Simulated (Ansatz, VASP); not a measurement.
# One calculation of InSb, two programs

INCAR

```
ALGO = Normal ; EDIFF = 1E-6
ENCUT = 520 ; GGA = PE
ISIF = 2 ; ISMEAR = 0
LASPH = T ; LCHARG = F
LREAL = F ; LWAVE = F
NBANDS = 16 ; NELM = 100
PREC = Accurate ; SIGMA = 0.15
```

KPOINTS

```
k-points
0
Gamma
  12 12 12
```

File POSCAR:

```
InSb
1.0
    0.0000000000      2.9799720000      3.4982280000
    2.9799720000      0.0000000000      3.4982280000
    2.9799720000      2.9799720000      0.0000000000
In Sb
1 1
Direct
    0.0000000000      0.0000000000      0.0000000000
    0.7500000000      0.7500000000      0.7500000000
```

Input for Ansatz:

```yaml
crystal:
  lattice:
    - [0.0, 2.979972, 3.498228]
    - [2.979972, 0.0, 3.498228]
    - [2.979972, 2.979972, 0.0]
  atoms:
    - { symbol: In, position: [0.0, 0.0, 0.0] }
    - { symbol: Sb, position: [0.75, 0.75, 0.75] }
basis:
  ecutwfc: 420
kpoints:
  mp_grid: { grid: [12, 12, 12] }
hamiltonian:
  xc: pbe
scf:
  occupations: { method: gaussian, width: 0.15 }
output:
  forces: true
  stress: true
  eigenvalues: true
```

Change from the starting cell: strain -0.080 along x and y, +0.080 along z, atoms carried along.

Alike in both runs: task single point; functional PBE; k mesh 12 × 12 × 12; occupations gaussian, width 0.15 eV; no spin polarisation.

|  | VASP | Ansatz |
| --- | --- | --- |
| version | VASP 6.6.1 | Ansatz 0.2.0 |
| potentials or method | VASP PAW PBE potentials, release 64 (In_d, Sb) | scalar-relativistic, plane waves, PAW |
| plane-wave cutoff (eV) | 520 | 420 |
| valence electrons in the cell | 18 | 28 |

```tsv
	VASP	Ansatz	Ansatz less VASP
gap on the k mesh at the Fermi level (eV)	none	none	-
pressure (GPa)	8.3	8.3	+0.03
largest component of the traceless stress (GPa)	3.53	3.53	-0.006
```

A gap of «none» marks a metal or a gap that the smearing closes. The functional is the same, so the differences come from potentials, cutoffs and numerics. The two sets of potentials don't hold the same shells in valence.

Spin-orbit coupling is left out, which matters for the levels of Sb.
